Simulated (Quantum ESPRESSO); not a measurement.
Write the native input for Quantum ESPRESSO 7.5 that does the following.

```
Task                : band structure
Functional          : PBEsol
Potentials or basis : GBRV 1.5 PBEsol
Cutoff              : 762 eV
Density cutoff      : 6095 eV
k mesh              : 10 × 10 × 10
Occupations         : fermi-dirac, width 0.05 eV
Spin                : collinear spin, ferromagnetic start
Starting moments    : [2.0, 0.0] μB
Mixing beta         : 0.3
Most SCF iterations : 120
SCF threshold       : 4e-10 Ry
```

Crystal: CoO.

```
Co O
1.0
     1.60222    0.92504    2.56647
    -1.60222    0.92504    2.56647
     0.00000   -1.85008    2.56647
Co O
1 1
Direct
  0.99898 0.99898 0.99898
  0.75102 0.75102 0.75102
```

Measurements of this composition are mostly on another form, of space group No. 225.

One way to write it, as run:

pw.in

```
&CONTROL
  calculation = 'scf'
  prefix = 'pwscf'
  outdir = './tmp'
  pseudo_dir = './pseudo'
  tprnfor = .true.
  tstress = .true.
  disk_io = 'low'
/
&SYSTEM
  ibrav = 0
  celldm(1) = 8
  nat = 2
  ntyp = 2
  ecutwfc = 56
  ecutrho = 448
  nbnd = 21
  occupations = 'smearing'
  smearing = 'fd'
  degauss = 0.00367493
  nspin = 2
  starting_magnetization(1) = 0.1176
  starting_magnetization(2) = 0
/
&ELECTRONS
  conv_thr = 4d-10
  electron_maxstep = 120
  mixing_beta = 0.3
/
ATOMIC_SPECIES
Co    58.9332 co_pbesol_v1.2.uspp.F.UPF
O     15.9990 o_pbesol_v1.2.uspp.F.UPF
CELL_PARAMETERS alat
  0.3784695865318   0.2185095176627   0.6062408861864
 -0.3784695865318   0.2185095176627   0.6062408861864
  0.0000000000000  -0.4370190353254   0.6062408861864
ATOMIC_POSITIONS crystal
Co     0.9989783200    0.9989783200    0.9989783200
O      0.7510210300    0.7510210300    0.7510210300
K_POINTS automatic
10 10 10 0 0 0
```

bands.in

```
&CONTROL
  calculation = 'bands'
  prefix = 'pwscf'
  outdir = './tmp'
  pseudo_dir = './pseudo'
  disk_io = 'low'
  verbosity = 'high'
/
&SYSTEM
  ibrav = 0
  celldm(1) = 8
  nat = 2
  ntyp = 2
  ecutwfc = 56
  ecutrho = 448
  nbnd = 21
  occupations = 'smearing'
  smearing = 'fd'
  degauss = 0.00367493
  nspin = 2
  starting_magnetization(1) = 0.1176
  starting_magnetization(2) = 0
/
&ELECTRONS
  conv_thr = 1d-08
  electron_maxstep = 120
  mixing_beta = 0.3
  diago_full_acc = .true.
  startingwfc = 'random'
/
ATOMIC_SPECIES
Co    58.9332 co_pbesol_v1.2.uspp.F.UPF
O     15.9990 o_pbesol_v1.2.uspp.F.UPF
CELL_PARAMETERS alat
  0.3784695865318   0.2185095176627   0.6062408861864
 -0.3784695865318   0.2185095176627   0.6062408861864
  0.0000000000000  -0.4370190353254   0.6062408861864
ATOMIC_POSITIONS crystal
Co     0.9989783200    0.9989783200    0.9989783200
O      0.7510210300    0.7510210300    0.7510210300
K_POINTS crystal
60
 0.0000000000  0.0000000000  0.0000000000 1
 0.0714285714  0.0000000000  0.0000000000 1
 0.1428571429  0.0000000000  0.0000000000 1
 0.2142857143  0.0000000000  0.0000000000 1
 0.2857142857  0.0000000000  0.0000000000 1
 0.3571428571  0.0000000000  0.0000000000 1
 0.4285714286  0.0000000000  0.0000000000 1
 0.5000000000  0.0000000000  0.0000000000 1
 0.5000000000  0.0422124778 -0.0422124778 1
 0.5000000000  0.0844249555 -0.0844249555 1
 0.5000000000  0.1266374333 -0.1266374333 1
 0.5000000000  0.1688499110 -0.1688499110 1
 0.5000000000  0.2110623888 -0.2110623888 1
 0.5000000000  0.2532748666 -0.2532748666 1
 0.7467251334  0.5000000000  0.2532748666 1
 0.7056042779  0.5000000000  0.2943957221 1
 0.6644834223  0.5000000000  0.3355165777 1
 0.6233625667  0.5000000000  0.3766374333 1
 0.5822417111  0.5000000000  0.4177582889 1
 0.5411208556  0.5000000000  0.4588791444 1
 0.5000000000  0.5000000000  0.5000000000 1
 0.4375000000  0.4375000000  0.4375000000 1
 0.3750000000  0.3750000000  0.3750000000 1
 0.3125000000  0.3125000000  0.3125000000 1
 0.2500000000  0.2500000000  0.2500000000 1
 0.1875000000  0.1875000000  0.1875000000 1
 0.1250000000  0.1250000000  0.1250000000 1
 0.0625000000  0.0625000000  0.0625000000 1
 0.0000000000  0.0000000000  0.0000000000 1
 0.0376637433  0.0000000000 -0.0376637433 1
 0.0753274867  0.0000000000 -0.0753274867 1
 0.1129912300  0.0000000000 -0.1129912300 1
 0.1506549733  0.0000000000 -0.1506549733 1
 0.1883187166  0.0000000000 -0.1883187166 1
 0.2259824600  0.0000000000 -0.2259824600 1
 0.2636462033  0.0000000000 -0.2636462033 1
 0.3013099466  0.0000000000 -0.3013099466 1
 0.3389736900  0.0000000000 -0.3389736900 1
 0.3766374333  0.0000000000 -0.3766374333 1
 0.6233625667  0.3766374333  0.0000000000 1
 0.5822417111  0.4177582889  0.0000000000 1
 0.5411208556  0.4588791444  0.0000000000 1
 0.5000000000  0.5000000000  0.0000000000 1
 0.5411208556  0.5411208556  0.0844249555 1
 0.5822417111  0.5822417111  0.1688499110 1
 0.6233625667  0.6233625667  0.2532748666 1
 0.6028021389  0.6028021389  0.2943957221 1
 0.5822417111  0.5822417111  0.3355165777 1
 0.5616812834  0.5616812834  0.3766374333 1
 0.5411208556  0.5411208556  0.4177582889 1
 0.5205604278  0.5205604278  0.4588791444 1
 0.5000000000  0.5000000000  0.5000000000 1
 0.5000000000  0.0000000000  0.0000000000 1
 0.5352464476  0.0538053476  0.0538053476 1
 0.5704928953  0.1076106952  0.1076106952 1
 0.6057393429  0.1614160428  0.1614160428 1
 0.6409857905  0.2152213904  0.2152213904 1
 0.6762322382  0.2690267381  0.2690267381 1
 0.7114786858  0.3228320857  0.3228320857 1
 0.7467251334  0.3766374333  0.3766374333 1
```

Potentials or basis: GBRV 1.5 PBEsol.

Run with:

```bash
$ OMP_NUM_THREADS=1 mpirun -n 2 pw.x -nk 2 -in pw.in > pw.out
$ OMP_NUM_THREADS=1 mpirun -n 2 pw.x -nk 2 -in bands.in > bands.out
```

It gave:

```
Pressure                                              : -6.9 GPa
Largest force                                         : 0.236 eV/Å
Band gap on the k mesh                                : none (metal or under the smearing width)
Net moment                                            : 2.91 μB per cell
Absolute moment                                       : 2.93 μB per cell
Site moments                                          : Co +2.34; O +0.35 μB
Valence electrons inside the program's atomic spheres : Co 14.10; O 5.25
```

Caveat: a cell with one magnetic atom can't hold antiferromagnetic order, which such compounds often take; semilocal functionals often make such compounds metallic where correlation or magnetic order opens a gap, which also shifts bond lengths.

Wall time 81 s on 2 MPI ranks on Arm Neoverse V2, with other jobs on the host, peak memory 0.3 GiB a rank.
